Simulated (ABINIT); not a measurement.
The system is BAs.

```
As B
1.0
     0.00000    2.38850    2.38850
     2.38850    0.00000    2.38850
     2.38850    2.38850    0.00000
As B
1 1
Direct
  0.75000 0.75000 0.75000
  0.00000 0.00000 0.00000
```

Base run:

| Property | Result |
| --- | --- |
| Program | ABINIT 10.8.3 (patched build) |
| Functional | HCTH407 |
| Potentials or basis | JTH PAW PBE v2.0 |
| Cutoff | 408 eV |
| k mesh | 10 × 10 × 10 |
| Occupations | fermi-dirac, width 0.05 eV |
| Spin | no spin polarisation |

Its results: band gap on the k mesh 1.41 eV, indirect (least direct gap 3.27 eV); pressure 2.5 GPa.

**Question.** The run is repeated on the same cell with these changes: functional from HCTH407 to WC. What comes out?

**Answer.** Band gap on the k mesh 1.09 eV, indirect (least direct gap 3.25 eV); pressure -0.5 GPa.

Caveats: the PAW data sets were made with another functional, which shifts forces and pressure a little.

Not every run made on this cell is shown here.
